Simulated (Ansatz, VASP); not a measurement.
This is a calculation of KF (Carobbiite) for Ansatz 0.2.0.

Contents of input.yaml:

```yaml
crystal:
  lattice:
    - [0.0, 2.7242525196, 2.7242525196]
    - [2.7242525196, 0.0, 2.7242525196]
    - [2.7242525196, 2.7242525196, 0.0]
  atoms:
    - { symbol: K, position: [0.0, 0.0, 0.0] }
    - { symbol: F, position: [0.5, 0.5, 0.5] }
hamiltonian:
  xc: pbesol
  pseudopotentials: { kind: paw }
kpoints:
  mp_grid: { grid: [9, 9, 9] }
scf:
  occupations: { method: fermi_dirac, width: 0.05 }
output:
  forces: true
  stress: true
  eigenvalues: true
```

Potentials or basis: Ansatz PAW.

Launch:

```bash
$ ansatz run input.yaml --threads 2 --pin off --max-ram 5632MiB --backend cpu --events-out ev --progress --plain --runs-dir out
```

**Question.** Set up the same calculation for VASP 6.6.1. Potentials there: VASP PAW PBE potentials, release 64 (K_sv, F).

**Answer.** As run (the cutoff follows the program's own potentials):

Contents of INCAR:

```
SYSTEM = KF
PREC = Accurate ; ENCUT = 520
EDIFF = 1E-7 ; ISMEAR = -1
SIGMA = 0.05 ; LREAL = .False.
LASPH = .True. ; NELM = 80
ALGO = Normal ; ISIF = 2
LWAVE = .False. ; LCHARG = .False.
GGA = PS ; NBANDS = 15
```

File KPOINTS:

```
regular mesh
0
Gamma
  9 9 9
  0 0 0
```

Contents of POSCAR:

```
KF
1.0
    0.0000000000      2.7242525196      2.7242525196
    2.7242525196      0.0000000000      2.7242525196
    2.7242525196      2.7242525196      0.0000000000
K F
1 1
Direct
    0.0000000000      0.0000000000      0.0000000000
    0.5000000000      0.5000000000      0.5000000000
```

Potentials or basis: VASP PAW PBE potentials, release 64 (K_sv, F).

Command:

```console
$ cat potpaw_PBE.64/K_sv/POTCAR potpaw_PBE.64/F/POTCAR > POTCAR
$ mpirun -np 1 vasp_std > vasp.out
```

Both were run:

|  | VASP | Ansatz | Ansatz less VASP |
| --- | --- | --- | --- |
| gap on the k mesh at the Fermi level (eV) | 5.75 | 5.77 | +0.014 |
| least direct gap on the mesh (eV) | 5.75 | 5.77 | +0.014 |
| pressure (GPa) | -2.2 | -2.2 | 0.00 |

Caveats: the PAW data sets were made with another functional, which shifts forces and pressure a little (VASP); an odd mesh through Γ misses points on the zone boundary, where band edges often lie (VASP); odd divisions of the mesh miss points on the zone boundary, where band edges often lie, so the gap on the mesh can be too wide (Ansatz); the pressure holds a Pulay correction of +0.3 GPa for the finite cutoff (Ansatz); the PAW data sets come from PBE, with cores solved anew for the run's functional, which leaves a small shift of forces and pressure (Ansatz).
